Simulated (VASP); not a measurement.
Wanted: the native input for a VASP 6.6.1 run.

* Task: relaxation of cell and atoms
* Functional: rev-vdW-DF2
* Potentials or basis: VASP PAW PBE potentials, release 64 (Si, C)
* Cutoff: 600 eV
* k mesh: 10 × 10 × 10
* Occupations: fermi-dirac, width 0.05 eV
* Spin: no spin polarisation
* Further INCAR settings: ALGO = Normal; EDIFF = 1e-06; IBRION = 2; EDIFFG = -0.02; NSW = 60; ISIF = 3

The structure of SiC (Moissanite 3C) lies in POSCAR:

```
SiC
1.0
    0.0000000000      2.1790000000      2.1790000000
    2.1790000000      0.0000000000      2.1790000000
    2.1790000000      2.1790000000      0.0000000000
Si C
1 1
Direct
    0.0000000000      0.0000000000      0.0000000000
    0.7500000000      0.7500000000      0.7500000000
```

One way to write it, as run:

INCAR

```
SYSTEM = SiC
PREC = Accurate ; ENCUT = 600
EDIFF = 1E-6 ; ISMEAR = -1
SIGMA = 0.05 ; LREAL = .False.
LASPH = .True. ; NELM = 80
ALGO = Normal ; ISIF = 3
LWAVE = .False. ; LCHARG = .False.
GGA = MK ; LUSE_VDW = .True.
AGGAC = 0.0 ; PARAM1 = 0.1234
PARAM2 = 0.711357 ; ZAB_VDW = -1.8867
IBRION = 2 ; NSW = 60
EDIFFG = -0.02
```

KPOINTS

```
regular mesh
0
Gamma
  10 10 10
  0 0 0
```

Potentials or basis: VASP PAW PBE potentials, release 64 (Si, C).

The run is started by

```console
$ cat potpaw_PBE.64/Si/POTCAR potpaw_PBE.64/C/POTCAR > POTCAR
$ mpirun -np 1 vasp_std > vasp.out
```

Results of the run:

| Item | Value |
| --- | --- |
| Relaxed volume | 10.44 Å³/atom |
| Relaxed cell | a = 3.091 Å, b = 3.091 Å, c = 3.091 Å, α = 60.00°, β = 60.00°, γ = 60.00° |
| Space group after relaxing (to 0.05 Å) | F-43m (No. 216) |
| Energy gained by relaxing | 0.6 meV/atom |
| Ionic steps | 3 |
| Pressure after relaxing | 0.0 GPa |
| Band gap on the k mesh | 1.40 eV, indirect (least direct gap 4.57 eV) |

Caveat: the PAW data sets were made with another functional, which shifts forces and pressure a little.

Run time: 100 s on 1 thread of AMD EPYC 7R43 64-Core Processor (Zen 3), with other jobs on the host, peak memory 0.26 GiB.
